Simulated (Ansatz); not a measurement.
The system is SiO2.

```
CELL_PARAMETERS angstrom
-2.83790 2.83790 5.66021
2.83790 -2.83790 5.66021
2.83790 2.83790 -5.66021
ATOMIC_POSITIONS crystal
Si 0.87500 0.26362 0.88862
Si 0.01362 0.62500 0.88862
Si 0.73638 0.12500 0.11138
Si 0.37500 0.98638 0.11138
O 0.63373 0.13373 0.50000
O 0.46788 0.96788 0.93575
O 0.03212 0.53212 0.06425
O 0.11627 0.11627 0.00000
O 0.88373 0.88373 0.00000
O 0.86627 0.36627 0.50000
O 0.28212 0.71788 0.00000
O 0.71788 0.28212 0.00000
```

The cell comes from a database or a generator and needn't be the stable form of this composition.

| Quantity | Value |
| --- | --- |
| Program | Ansatz 0.2.0 |
| Task | relaxation of cell and atoms |
| Functional | BLYP |
| Dispersion | D3(BJ) |
| Potentials or basis | Ansatz PAW |
| Cutoff | 420 eV (not typed: the program's choice for these potentials) |
| k mesh | 7 × 7 × 7 |
| Occupations | fermi-dirac, width 0.05 eV |
| Spin | no spin polarisation |

At the start: volume 15.20 Å³/atom.

Task: How do energy, volume and symmetry change on relaxing?

Result: It ends after 8 steps and the volume is 14.76 Å³/atom (-2.8 %); space group I4_122 (No. 98, to 0.05 Å).

The path:
```tsv
step	energy change (eV)	largest force (eV/Å)	volume (Å³)
1	0.0000	0.0430	182.34
2	-0.0216	0.0226	180.60
3	-0.0423	0.0290	177.85
4	-0.0433	0.0101	177.66
5	-0.0434	0.0011	177.66
6	-0.0274	0.0014	177.66
7	-0.0297	0.0003	177.17
8	-0.0279	0.0003	177.17
```

Final structure:
```
CELL_PARAMETERS angstrom
-2.79811 2.79811 5.65725
2.79811 -2.79811 5.65725
2.79811 2.79811 -5.65725
ATOMIC_POSITIONS crystal
Si 0.87500 0.26857 0.89357
Si 0.01857 0.62500 0.89357
Si 0.73143 0.12500 0.10643
Si 0.37500 0.98143 0.10643
O 0.63543 0.13543 0.50000
O 0.46223 0.96223 0.92446
O 0.03777 0.53777 0.07554
O 0.11457 0.11457 0.00000
O 0.88543 0.88543 0.00000
O 0.86457 0.36457 0.50000
O 0.28777 0.71223 0.00000
O 0.71223 0.28777 0.00000
```

Caveat: the plane-wave basis is chosen anew once the cell has moved, so the energies of steps on either side of that aren't comparable; the pressure holds a Pulay correction of +0.6 GPa for the finite cutoff; the PAW data sets come from PBE, with cores solved anew for the run's functional, which leaves a small shift of forces and pressure.
